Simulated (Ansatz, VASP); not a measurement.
Given: the input of a run of VASP 6.6.1 on Al2Au.

INCAR

```
SYSTEM = Al2Au
  PREC = Accurate
  ENCUT = 520
  EDIFF = 1E-6
  ISMEAR = -1
  SIGMA = 0.05
  LREAL = .False.
  LASPH = .True.
  NELM = 100
  ALGO = Normal
  ISIF = 2
  LWAVE = .False.
  LCHARG = .False.
```

File KPOINTS:

```
Automatic mesh
0
Gamma
  8 8 8
  0 0 0
```

POSCAR

```
Al2Au                                   
1.0
   -0.0000000000      2.9590583656      2.9590583656
    2.9590583656     -0.0000000000      2.9590583656
    2.9590583656      2.9590583656     -0.0000000000
  Au              Al            
     1     2
Direct
     0.0000000000000000    0.0000000000000000    0.0000000000000000
     0.7500000000000000    0.7500000000000000    0.7500000000000000
     0.2500000000000000    0.2500000000000000    0.2500000000000000
```

Potentials or basis: VASP PAW LDA potentials, release 64 (Au, Al).

Launch:

```bash
$ cat potpaw_LDA.64/Au/POTCAR potpaw_LDA.64/Al/POTCAR > POTCAR
$ mpirun -np 1 vasp_std > vasp.out
```

**Question.** Translate it to Ansatz 0.2.0. Potentials there: Ansatz PAW.

**Answer.** As run (the cutoff follows the program's own potentials):

File input.yaml:

```yaml
crystal:
  lattice:
    - [0.0, 2.9594544892, 2.9594544892]
    - [2.9594544892, 0.0, 2.9594544892]
    - [2.9594544892, 2.9594544892, 0.0]
  atoms:
    - { symbol: Au, position: [0.0, 0.0, 0.0] }
    - { symbol: Al, position: [0.75, 0.75, 0.75] }
    - { symbol: Al, position: [0.25, 0.25, 0.25] }
hamiltonian:
  xc: lda
  pseudopotentials: { kind: paw }
kpoints:
  mp_grid: { grid: [8, 8, 8] }
scf:
  occupations: { method: fermi_dirac, width: 0.05 }
output:
  forces: true
  stress: true
  eigenvalues: true
```

Potentials or basis: Ansatz PAW.

Run with:

```sh
$ ansatz run input.yaml --threads 2 --pin off --max-ram 5632MiB --backend cpu --events-out ev --progress --plain --runs-dir out
```

Both were run:

|  | VASP | Ansatz | Ansatz less VASP |
| --- | --- | --- | --- |
| gap on the k mesh at the Fermi level (eV) | none | none | - |
| pressure (GPa) | 2.5 | 2.2 | -0.29 |

A gap of «none» marks a metal or a gap that the smearing closes. The two sets of potentials don't hold the same shells in valence.

Caveats: the PAW data sets come from PBE, with cores solved anew for the run's functional, which leaves a small shift of forces and pressure (Ansatz). Spin-orbit coupling is left out, which matters for the levels of Au.
